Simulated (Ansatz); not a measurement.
## 7 guesses for C and where they end

Theory: DFT PBE, scalar-relativistic, plane waves, PAW in Ansatz. All cells share a 420 eV cutoff and Γ-centred k meshes spaced at most about 0.3 Å⁻¹ (about 0.25 or finer for metals, 2π included). No spin polarisation in the final relaxations.

Each guess was relaxed in cell and atoms at zero pressure, within the symmetry of its start. Temperature and zero-point effects are left out. Coordination counts all near atoms (those within 1.25 times the shortest such distance or 1.15 times the sum of covalent radii; a plus sign parts nearer from farther groups; a slash parts the counts of unlike sites).

| guess | made from | start group | V start (Å³/atom) | end group | V end (Å³/atom) | coordination at the end | gap on mesh (eV) | E over the lowest end (meV/atom) |
| --- | --- | --- | --- | --- | --- | --- | --- | --- |
| 1 | 4-, 5-connected net of one element | P-1 | 4.1 | C2/m | 6.4 | C 3/4 | 0 | 708 |
| 2 | 4-connected net of one element | P-4m2 | 7.3 | ? | ? | ? | ? | ? |
| 3 | 4-connected net of one element | C2 | 6.6 | C2 | 6.8 | C 4 | 0.59 | 936 |
| 4 | 3-, 4-connected net of one element | P4/m | 8.2 | P4/mmm | 9.7 | C 1+2/4 | 0.77 | 751 |
| 5 | 3-connected net of one element | P-4n2 | 7.2 | P-4n2 | 8.3 | C 3 | 0 | 708 |
| 6 | 4-connected net of one element | Cmme | 5.8 | Cmme | 6.1 | C 4 | 2.95 | 408 |
| 7 | 4-connected net of one element | Ccce | 5.2 | Fmmm | 11.3 | C 3 | 1.04 | 0 |

Guess 2 as it starts:

```cif
data_structure
_symmetry_space_group_name_H-M 'P-4m2'
_symmetry_Int_Tables_number 115
_cell_length_a 3.4049
_cell_length_b 3.4049
_cell_length_c 3.1621
_cell_angle_alpha 90.000
_cell_angle_beta 90.000
_cell_angle_gamma 90.000
_cell_volume 36.66
loop_
_atom_site_label
_atom_site_type_symbol
_atom_site_symmetry_multiplicity
_atom_site_Wyckoff_symbol
_atom_site_fract_x
_atom_site_fract_y
_atom_site_fract_z
_atom_site_occupancy
C1 C 4 j 0.00000 0.26963 0.61937 1
C2 C 1 a 0.00000 0.00000 0.00000 1
```

Task: Fill in the missing row: what does this guess relax into, and where does it rank?

Result: It ends in space group P-4m2 (No. 115), with a = 3.422 Å, c = 3.232 Å, 7.6 Å³/atom and a gap of 1.84 eV. It lies 0.83 eV/atom over the lowest end, above guess 4 and below guess 3. Counting all near atoms, this end has C 4 and the lowest (guess 7) has C 3.

```
C
1.0
     3.42210    0.00000    0.00000
     0.00000    3.42210    0.00000
     0.00000    0.00000    3.23171
C
5
Direct
  0.00000 0.28151 0.62719
  0.28151 0.00000 0.37281
  0.71849 0.00000 0.37281
  0.00000 0.71849 0.62719
  0.00000 0.00000 0.00000
```

The k mesh leaves some 4 meV/atom of noise in the energy of each metallic cell. Weakly bound directions are ill-defined at this level, which has no dispersion term (Fmmm), and this can change margins and order among such cells. Kohn–Sham gaps at this level usually fall short of measured ones. With atoms moved at random, Cmme, P-4m2 and C2 came back. Other cells relaxed within their symmetry can be saddle points. The part of the Crystallography Open Database at hand lists C in space groups No. 58, 69, 71, 141, 166 and others; sharing a group (Fmmm) doesn't make a cell the listed structure. Some candidate types were left out of the draw beforehand, so a known form may be missing.

Guess 2 keeps its four-connected net, and its high energy is best understood as strain. The relaxed coordinates contain puckered four-membered rings whose angles fall far below the tetrahedral value, which weakens σ overlap. Every atom is still saturated, in keeping with the open gap.

Coordination alone does not set the ranking. Guess 7 is lowest with three-coordinate carbon, as expected for planar sp² sheets with delocalised π bonding, yet guess 5 is also three-coordinate and lies well above the four-coordinate guess 6. Probably its net prevents neighbouring p orbitals from aligning.

If guess 7 consists of graphene-like sheets, its gap of 1.04 eV conflicts with the known semimetallic character of graphite; the likely cause is a k mesh that misses the band-touching points. Diamond, known to be nearly degenerate with graphite, does not appear among these ends, since even the best four-coordinate one lies 408 meV/atom up. That spacing therefore reflects particular strained nets, not the intrinsic cost of sp³ over sp² bonding.
